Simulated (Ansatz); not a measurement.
Yb:

```
Yb
1.0
     0.00000    2.74310    2.74310
     2.74310    0.00000    2.74310
     2.74310    2.74310    0.00000
Yb
1
Cartesian
  0.0000 0.0000 0.0000
```

| Quantity | Value |
| --- | --- |
| Program | Ansatz 0.2.0 |
| Task | relaxation of cell and atoms |
| Functional | BLYP |
| Potentials or basis | all-electron LAPW, scalar-relativistic |
| Basis error allowed | 0.001 eV/atom |
| k mesh | 6 × 6 × 6 |
| Occupations | fermi-dirac, width 0.05 eV |
| Spin | collinear spin, ferromagnetic start |
| Starting moments | [1.0] μB |

At the start: volume 41.28 Å³/atom.

Q: Where does the relaxation end?

A: Over 5 steps the energy falls by 15.6 meV/atom and the volume is 37.69 Å³/atom (-8.7 %); space group Fm-3m (No. 225, to 0.05 Å); moment 0.00 μB per cell.

The path:
```
step  energy change (eV)  largest force (eV/Å)  volume (Å³)
   1              0.0000                0.0000        41.28
   2             -0.0090                0.0000        39.96
   3             -0.0154                0.0000        37.33
   4             -0.0156                0.0000        37.69
   5             -0.0156                0.0000        37.69
```

Final structure:
```yaml
crystal:
  lattice:
    - [0.00000, 2.66115, 2.66115]
    - [2.66115, 0.00000, 2.66115]
    - [2.66115, 2.66115, 0.00000]
  atoms:
    - { symbol: Yb, position: [0.00000, 0.00000, 0.00000] }
```

Caveat: the k mesh is thin for a metal, which can move the energy by tens of meV per atom; an open f shell can end in a state above the lowest; the starting moments weren't kept.
